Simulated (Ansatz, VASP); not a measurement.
**One calculation of ZnCu2SnS4, two programs**

```
Zn Cu Sn S
1.0
    -2.71710    2.71710    5.42480
     2.71710   -2.71710    5.42480
     2.71710    2.71710   -5.42480
Zn Cu Sn S
1 2 1 4
Direct
  0.25000 0.75000 0.50000
  0.00000 0.00000 0.00000
  0.75000 0.25000 0.50000
  0.50000 0.50000 0.00000
  0.37161 0.88441 0.99960
  0.11559 0.11519 0.48720
  0.88481 0.37201 0.00040
  0.62799 0.62839 0.51280
```

Alike in both runs: task relaxation of cell and atoms; functional PBE; k mesh 2 × 2 × 2; occupations fermi-dirac, width 0.02 eV; no spin polarisation.

|  | VASP | Ansatz |
| --- | --- | --- |
| version | VASP 6.6.1 | Ansatz 0.2.0 |
| potentials or method | VASP PAW PBE potentials, release 64 (Zn, Cu, Sn_d, S) | PAW plane waves |
| plane-wave cutoff (eV) | 600 | 420 |
| valence electrons in the cell | 72 | 88 |

VASP gave:

```
relaxed volume (Å³/atom)                                     : 20.49
relaxed cell length with the largest relative difference (Å) : 6.687
energy change over the relaxation (meV/atom)                 : -8
```

Task: Estimate Ansatz's values.

Result: Relaxed volume (Å³/atom): 20.47; relaxed cell length with the largest relative difference (Å): 6.682; energy change over the relaxation (meV/atom): -9.

The two sets of potentials don't hold the same shells in valence.

Caveats: the k mesh is coarse (spacing up to 0.82 Å⁻¹), so the values aren't converged. Zero-point motion and thermal expansion aren't in these numbers. PBE usually gives volumes a little too large and moduli too small.
